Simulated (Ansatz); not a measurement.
# The 3-layer 2H-MoS2 (2H stacking) between two gates

Aim: screening and gap of the neutral 3-layer 2H-MoS2 (2H stacking) between oppositely charged gates.

Program: Ansatz 0.2.0. Level of theory: plane-wave DFT, PBE-D3(BJ), Ansatz PAW (set soft_1); PAW set soft_1, in the first sound run; inputs show where later runs differ. Results are calculated unless marked as measured.

Most raw output is cut from this account.

## Step 1: Set-up

The cell holds 9 atoms: 6 S and 3 Mo. Its edges and angles: a = 3.180 Å, b = 3.180 Å, c = 62.588 Å, α = 90.0°, β = 90.0°, γ = 120.0°. Regions: layer 1: 2H-MoS2, 3 atoms (2 S and 1 Mo); layer 2: 2H-MoS2, 3 atoms (2 S and 1 Mo); layer 3: 2H-MoS2, 3 atoms (2 S and 1 Mo). Vacuum lies along c.

## Step 2: Relaxing the slab

The starting cell is a guess, so the in-plane lattice and the atoms are relaxed first, with the slab cut off from its images along the normal.

Input file input.yaml:

```yaml
crystal:
  lattice:
    - [3.18, 0.0, 0.0]
    - [-1.59, 2.753960784, 0.0]
    - [0.0, 0.0, 62.587793216]
  atoms:
    - { symbol: S, position: [0.3333333333, 0.6666666667, 0.3738748212] }
    - { symbol: Mo, position: [0.0, 0.0, 0.399938991] }
    - { symbol: S, position: [0.3333333333, 0.6666666667, 0.4260031608] }
    - { symbol: S, position: [0.0, 0.0, 0.4739358302] }
    - { symbol: Mo, position: [0.3333333333, 0.6666666667, 0.5] }
    - { symbol: S, position: [0.0, 0.0, 0.5260641698] }
    - { symbol: S, position: [0.3333333333, 0.6666666667, 0.5739968392] }
    - { symbol: Mo, position: [0.0, 0.0, 0.600061009] }
    - { symbol: S, position: [0.3333333333, 0.6666666667, 0.6261251788] }
  periodic: [true, true, false]
kpoints:
  mp_grid: { grid: [12, 12, 1] }
hamiltonian:
  xc: pbe
  dispersion: d3bj
  pseudopotentials: { kind: paw, azcp: { folder: soft_1 } }
scf:
  occupations: { method: fermi_dirac, width: 0.05 }
  convergence: { dr2_threshold: 1.0e-09 }
relax:
  f_tol: 0.004
  max_steps: 90
  cell: {}
output:
  write_potential: true
  write_density: true
  volumetric_format: npy
```

On the command line:

```bash
> ansatz run input.yaml --threads 4 --pin off --max-ram 8192MiB --backend cpu --events-out ev --progress --plain --runs-dir out
```

It took 2.8 min on 4 threads of Arm Neoverse N1, shared host; peak memory 1.2 GiB.

Step by step:

```
step  energy less that of the first step (eV)  largest force component (eV/Å)  volume (Å³)
   1                                   0.0000                          1.2535       548.12
   2                                  -0.2068                          0.8229       545.45
   3                                  -0.3191                          0.1125       535.60
   4                                  -0.3218                          0.0073       538.28
   5                                  -0.3220                          0.0037       538.18
  6*                                  -0.3214                          0.0038       538.18
```

Relaxation steps marked * repeat the geometry before them on a plane-wave basis chosen anew for their cell, so energy and pressure can jump there.

Forces are held to the 12 operations that the run works with; a distortion that breaks them can't arise in this run.

```
cell as run  before  after  change
      a (Å)   3.180  3.151  -0.9 %
      b (Å)   3.180  3.151  -0.9 %
```

The atoms that moved most (Å, along periodic axes as changes of fractional coordinates times the final cell, across vacuum about the mean position):

```
atom     dx     dy      dz  length
  S1  0.000  0.000   0.271   0.271
  S9  0.000  0.000  -0.271   0.271
 Mo2  0.000  0.000   0.208   0.208
 Mo8  0.000  0.000  -0.208   0.208
  S7  0.000  0.000  -0.142   0.142
  S3  0.000  0.000   0.142   0.142
  S4  0.000  0.000   0.066   0.066
  S6  0.000  0.000  -0.066   0.066
```

The relaxed structure:

```cif
data_structure
_symmetry_space_group_name_H-M 'P 1'
_symmetry_Int_Tables_number 1
_cell_length_a 3.1510
_cell_length_b 3.1510
_cell_length_c 62.5878
_cell_angle_alpha 90.000
_cell_angle_beta 90.000
_cell_angle_gamma 120.000
_cell_volume 538.18
loop_
_atom_site_label
_atom_site_type_symbol
_atom_site_fract_x
_atom_site_fract_y
_atom_site_fract_z
_atom_site_occupancy
S1 S 0.33333 0.66667 0.37821 1
Mo2 Mo 0.00000 0.00000 0.40325 1
S3 S 0.33333 0.66667 0.42828 1
S4 S 0.00000 0.00000 0.47499 1
Mo5 Mo 0.33333 0.66667 0.50000 1
S6 S 0.00000 0.00000 0.52501 1
S7 S 0.33333 0.66667 0.57172 1
Mo8 Mo 0.00000 0.00000 0.59675 1
S9 S 0.33333 0.66667 0.62179 1
```

The lattice constant a goes from 3.180 to 3.151 Å.

## Step 3: Gated layer, displacement field 0

The slab is cut off from its images along the normal. Two sheets of opposite charge stand for the gates, so the stack stays neutral in a displacement field; barriers ahead of the sheets keep electrons from leaking to them. The uncharged case sets the zero.

The cell differs from the one that the last finished run ended in (c 62.588 → 61.046 Å).

Input file input.yaml:

```yaml
crystal:
  lattice:
    - [3.1510324836, 0.0, 0.0]
    - [-1.5755162418, 2.7288741789, 0.0]
    - [0.0, 0.0, 61.0457126561]
  atoms:
    - { symbol: S, position: [0.3333333333, 0.6666666667, 0.3751287192] }
    - { symbol: Mo, position: [0.0, 0.0, 0.4008105557] }
    - { symbol: S, position: [0.3333333333, 0.6666666667, 0.4264644501] }
    - { symbol: S, position: [0.0, 0.0, 0.4743582032] }
    - { symbol: Mo, position: [0.3333333333, 0.6666666667, 0.5] }
    - { symbol: S, position: [0.0, 0.0, 0.5256417968] }
    - { symbol: S, position: [0.3333333333, 0.6666666667, 0.5735355499] }
    - { symbol: Mo, position: [0.0, 0.0, 0.5991894443] }
    - { symbol: S, position: [0.3333333333, 0.6666666667, 0.6248712808] }
  periodic: [true, true, false]
  symmetry: { detect: true }
kpoints:
  mp_grid: { grid: [30, 30, 1] }
  band_path:
    path: [[0, 0, 0], [0.5, 0, 0], [0.33333333, 0.33333333, 0], [0, 0, 0]]
    npoints: 16
hamiltonian:
  xc: pbe
  dispersion: d3bj
  pseudopotentials: { kind: paw, azcp: { folder: soft_1 } }
scf:
  occupations: { method: fermi_dirac, width: 0.02585 }
  convergence: { dr2_threshold: 1.0e-10 }
output:
  forces: true
  eigenvalues: true
  dos: { projected: true, e_range: [-3, 3], de: 0.01 }
  write_potential: true
  write_density: true
  volumetric_format: npy
  elf: true
external_charges:
  - { charge: 0, barrier: 10, axis: 3, height: 41.646, sigma: 0.25 }
  - { charge: 0, barrier: 10, axis: 3, height: 19.4, sigma: 0.25 }
```

Run time: 4.7 min. Hardware: 4 threads; peak memory 2 GiB; 19 min of CPU time.

This step gave:

- gap on the k-mesh: 1.008 eV
- gap along the path: 1.008 eV
- smallest direct gap along the path: 1.721 eV
- gap, the smaller of path and mesh: 1.008 eV
- potential beyond the upper barrier and gate, less the barrier, from the Fermi level: 4.803 eV

Running mean over a fixed 2.7 Å (it still follows the layers) of the planar mean; beyond a gate it holds the 10 eV model barrier. Table of electron's electrostatic potential energy less the Fermi level by z:

```
z (Å)  electron's electrostatic potential energy less the Fermi level (eV)
    5                                                                 14.8
    6                                                                 14.8
    7                                                                 14.8
    8                                                                 14.8
    9                                                                 14.8
   10                                                                 14.8
   11                                                                 14.8
   12                                                                 14.8
   13                                                                 14.8
   14                                                                 14.8
   15                                                                 14.8
   16                                                                 14.8
   17                                                                 14.8
   18                                                                 14.3
   19                                                                 11.3
   20                                                                 7.92
   21                                                                 3.52
   22                                                                -1.19
   23                                                                -7.65
   24                                                                -12.0
   25                                                                -11.9
   26                                                                -7.17
   27                                                                -2.14
   28                                                                -2.19
   29                                                                -7.35
   30                                                                -12.1
   31                                                                -12.1
   32                                                                -7.74
   33                                                                -2.26
   34                                                                -2.07
   35                                                                -6.77
   36                                                                -11.7
   37                                                                -11.9
   38                                                                -7.85
   39                                                                -1.56
   40                                                                 3.35
   41                                                                 7.56
   42                                                                 11.1
   43                                                                 14.1
   44                                                                 14.8
   45                                                                 14.8
   46                                                                 14.8
   47                                                                 14.8
   48                                                                 14.8
   49                                                                 14.8
   50                                                                 14.8
   51                                                                 14.8
   52                                                                 14.8
   53                                                                 14.8
   54                                                                 14.8
   55                                                                 14.8
   56                                                                 14.8
```

The density of states has structure finer than the step of the table below, so its rows give means over 0.1 eV, whole bins alone (the curve runs from -3 to 1.57 eV). Peaks (eV: height): -1.90: 19.1, -1.44: 9.82, 1.26: 18.1, 1.50: 16.6.

Density of states against energy, zero at the Fermi level of the run, which the smearing sets inside the gap; means over each step:

```
energy (eV)  density of states (states/eV a cell)
       -2.9                                  11.0
       -2.8                                  9.54
       -2.7                                  7.50
       -2.6                                  7.26
       -2.5                                  7.07
       -2.4                                  7.44
       -2.3                                  6.41
       -2.2                                  5.82
       -2.1                                  4.47
       -2.0                                  5.69
       -1.9                                  13.0
       -1.8                                  10.7
       -1.7                                  7.77
       -1.6                                  6.85
       -1.5                                  6.39
       -1.4                                  4.90
       -1.3                                  2.98
       -1.2                                  2.15
       -1.1                                  1.30
       -1.0                                 0.703
       -0.9                                 0.732
       -0.8                                 0.497
       -0.7                                 0.264
       -0.6                                 0.264
       -0.5                                 0.184
       -0.4                                     0
       -0.3                                     0
       -0.2                                     0
       -0.1                                     0
        0.0                                     0
        0.1                                     0
        0.2                                     0
        0.3                                     0
        0.4                                     0
        0.5                                 0.302
        0.6                                  1.59
        0.7                                  2.48
        0.8                                  4.43
        0.9                                  6.90
        1.0                                  6.47
        1.1                                  9.18
        1.2                                  14.4
        1.3                                  13.7
        1.4                                  10.9
        1.5                                  13.3
```

Projected DOS per atom over height of the atomic layer and energy from the Fermi level. Layers: S Mo S S Mo S S Mo S from below.

Ten even steps from '_' (0.00 states/eV) to '@' (3.21 states/eV), each cell a mean:
```
--%%::::**::::%%--
::@@..::@@::..@@::
..**..__==__..**..
__--..__==__..--__
__..____..____..__
__________________
__________________
__________________
__________________
__________________
__________________
__________________
__________________
__..____..____..__
__--____--____--__
..==....==....==..
::##..::**::..##::
..................
::__::::..::::__::
::..::--..--::..::
--..::::..::::..--
==--==--::--==--==
```
Columns: height of the atomic layer (Å) from 22.9 to 38.1 (not evenly spaced); rows upwards: energy from the Fermi level (eV) from -2.98 to 1.57.

Electronic bands along the path, in eV, zero at the Fermi level of the run, which the smearing sets inside the gap:

```
  point  band 36  band 37  band 38  band 39  band 40  band 41  band 42  band 43
      Γ    -2.13    -1.44    -0.81    -0.48     1.71     1.71     1.73     1.73
halfway    -2.18    -1.91    -1.83    -1.82     0.87     1.12     1.21     1.31
      M    -1.93    -1.82    -1.76    -1.72     1.24     1.26     1.28     1.65
halfway    -2.84    -1.49    -1.40    -1.34     1.09     1.14     1.18     1.93
      K    -3.18    -1.18    -1.11    -1.04     0.68     0.69     0.69     1.49
halfway    -2.08    -1.92    -1.90    -1.90     0.53     0.81     1.11     1.35
      Γ    -2.13    -1.44    -0.81    -0.48     1.71     1.71     1.73     1.73
```

Valence density in the ca plane at fractional y = 0.667, with atoms of S and Mo within 0.2 Å of it. It is the smooth field of the valence electrons, not physical close to the nuclei.

Values in e/Å³, 5 rows by 16 columns, each cell a mean:
```
0.0 0.0 0.0 0.0 0.0 0.0 0.1 0.2 0.5 0.6 0.2 0.1 0.1 0.5 0.3 0.3
0.0 0.0 0.0 0.0 0.0 0.0 0.1 0.5 0.5 0.5 0.5 0.2 0.1 0.4 0.5 0.6
0.0 0.0 0.0 0.0 0.0 0.0 0.5 0.9 0.5 0.5 0.9 0.5 0.1 0.2 2.5 3.4
0.0 0.0 0.0 0.0 0.0 0.0 0.6 0.8 0.6 0.5 0.8 0.6 0.1 0.2 3.3 4.5
0.0 0.0 0.0 0.0 0.0 0.0 0.2 0.7 0.5 0.5 0.7 0.3 0.1 0.3 0.9 1.2
```
Columns run along c (16.0 Å, from fractional 0.26 to 0.52 of the cell), rows up along a (3.2 Å). Atoms in or near the plane, at fractional coordinates: S at (0.38, 0.33), S at (0.43, 0.33), Mo at (0.50, 0.33).

Electrostatic potential energy in the ca plane at fractional y = 0.667, with atoms of S and Mo within 0.2 Å of it. With pseudopotentials it is smooth inside the atoms' cores, unlike the true potential.

Ten even steps from '0' (-52 eV) to '9' (10 eV), each cell a mean:
```
99999999999888888887776544677778887766677777
99999999999888888887776544677788887766677777
99999999999888888877667656676677888777765556
99999999999888888763136777652247788877641014
99999999999888888740103677621115788887610001
99999999999888888730103677611115788887610001
99999999999888888752125777641136788877630003
99999999999888888876666666666677888777765456
```
Columns run along c (16.0 Å, from fractional 0.26 to 0.52 of the cell; values clipped at the 3rd and 97th percentile), rows up along a (3.2 Å). Atoms in or near the plane, at fractional coordinates: S at (0.38, 0.33), S at (0.43, 0.33), Mo at (0.50, 0.33).

ELF in the ca plane at fractional y = 0.667, with atoms of S and Mo within 0.2 Å of it. It is the smooth field of the valence electrons, not physical close to the nuclei.

Ten even steps from '0' (0.00) to '9' (0.93), each cell a mean:
```
00000000000000000112331233123321015788753235
00000000000000000012221233112210015788753235
00000000000000013567774222257775103677632223
00000000000000147998787422588799500234336763
00000000000001368995137523662179810012257676
00000000000001369995027523661179810012267576
00000000000000257998678422687799600234236763
00000000000000013678875222368876202567532322
```
Columns run along c (16.0 Å, from fractional 0.26 to 0.52 of the cell), rows up along a (3.2 Å). Atoms in or near the plane, at fractional coordinates: S at (0.38, 0.33), S at (0.43, 0.33), Mo at (0.50, 0.33).

The gap, the smaller of path and mesh, is 1.008 eV.

## Step 4: Gated layer, displacement field 0.905 V/nm

Edit input.yaml of step 3 so:

```diff
@@ -32,3 +32,2 @@
   eigenvalues: true
-  dos: { projected: true, e_range: [-3, 3], de: 0.01 }
   write_potential: true
@@ -36,5 +35,6 @@
   volumetric_format: npy
-  elf: true
 external_charges:
   - { charge: 0, barrier: 10, axis: 3, height: 41.646, sigma: 0.25 }
+  - { charge: -0.004299, axis: 3, height: 43.146, sigma: 0.5 }
   - { charge: 0, barrier: 10, axis: 3, height: 19.4, sigma: 0.25 }
+  - { charge: 0.004299, axis: 3, height: 17.9, sigma: 0.5 }
```

Wall time 4.2 min (4 threads); peak memory 1.9 GiB; 17 min of CPU time.

This step gave:

```
gap on the k-mesh                                                                   : 0.9920 eV
gap along the path                                                                  : 0.9920 eV
smallest direct gap along the path                                                  : 1.616 eV
gap, the smaller of path and mesh                                                   : 0.9920 eV
potential beyond the upper barrier and gate, less the barrier, from the Fermi level : 5.247 eV
```

The electronic bands at the labelled points (eV, zero at the Fermi level of the run, which the smearing sets inside the gap):

```
  point  band 36  band 37  band 38  band 39  band 40  band 41  band 42  band 43
      Γ    -2.13    -1.44    -0.81    -0.47     1.66     1.66     1.72     1.72
halfway    -2.18    -1.94    -1.85    -1.76     0.86     1.12     1.19     1.30
      M    -1.90    -1.85    -1.77    -1.67     1.18     1.25     1.34     1.63
halfway    -2.82    -1.52    -1.41    -1.30     1.05     1.14     1.23     1.89
      K    -3.15    -1.21    -1.12    -1.00     0.61     0.68     0.77     1.48
halfway    -2.05    -1.98    -1.91    -1.82     0.52     0.81     1.12     1.33
      Γ    -2.13    -1.44    -0.81    -0.47     1.66     1.66     1.72     1.72
```

The gap, the smaller of path and mesh, is 0.992 eV.

## Step 5: Gated layer, displacement field 1.81 V/nm

Edit input.yaml of step 4 so:

```diff
@@ -37,4 +37,4 @@
   - { charge: 0, barrier: 10, axis: 3, height: 41.646, sigma: 0.25 }
-  - { charge: -0.004299, axis: 3, height: 43.146, sigma: 0.5 }
+  - { charge: -0.008599, axis: 3, height: 43.146, sigma: 0.5 }
   - { charge: 0, barrier: 10, axis: 3, height: 19.4, sigma: 0.25 }
-  - { charge: 0.004299, axis: 3, height: 17.9, sigma: 0.5 }
+  - { charge: 0.008599, axis: 3, height: 17.9, sigma: 0.5 }
```

Elapsed: 4.3 min, on 4 threads; peak memory 1.9 GiB.

The electronic bands at the labelled points (eV, zero at the Fermi level of the run, which the smearing sets inside the gap):

```
  point  band 36  band 37  band 38  band 39  band 40  band 41  band 42  band 43
      Γ    -2.12    -1.44    -0.81    -0.45     1.59     1.59     1.72     1.72
halfway    -2.16    -1.99    -1.85    -1.69     0.83     1.13     1.13     1.30
      M    -1.92    -1.83    -1.77    -1.59     1.11     1.26     1.42     1.58
halfway    -2.78    -1.57    -1.41    -1.23     0.99     1.14     1.31     1.84
      K    -3.08    -1.27    -1.11    -0.93     0.54     0.69     0.85     1.46
halfway    -2.05    -1.98    -1.91    -1.74     0.50     0.82     1.14     1.27
      Γ    -2.12    -1.44    -0.81    -0.45     1.59     1.59     1.72     1.72
```

The gap, the smaller of path and mesh, is 0.946 eV.

## Step 6: Gated layer, displacement field 2.71 V/nm

Edit input.yaml of step 5 so:

```diff
@@ -37,4 +37,4 @@
   - { charge: 0, barrier: 10, axis: 3, height: 41.646, sigma: 0.25 }
-  - { charge: -0.008599, axis: 3, height: 43.146, sigma: 0.5 }
+  - { charge: -0.012898, axis: 3, height: 43.146, sigma: 0.5 }
   - { charge: 0, barrier: 10, axis: 3, height: 19.4, sigma: 0.25 }
-  - { charge: 0.008599, axis: 3, height: 17.9, sigma: 0.5 }
+  - { charge: 0.012898, axis: 3, height: 17.9, sigma: 0.5 }
```

The job ended after 4.4 min (4 threads; peak memory 1.9 GiB; 18 min of CPU time).

The gap, the smaller of path and mesh, is 0.877 eV.

[end of part 1 of 2]

[Logs are printed without paths, hosts, clocks, repeated set-up lines and the standing remarks that a program may print on its own settings, such as how far it seeks lower states.]

[Hosts, paths, dates, database ids (printed as entryN), source tags and the programs' standing remarks are cut or masked in the printed files.]

[Maps of the electrostatic potential energy from Ansatz leave out the sawtooth potential of an applied field or a dipole correction, so their vacuum need not be flat; planar profiles and work functions include it.]
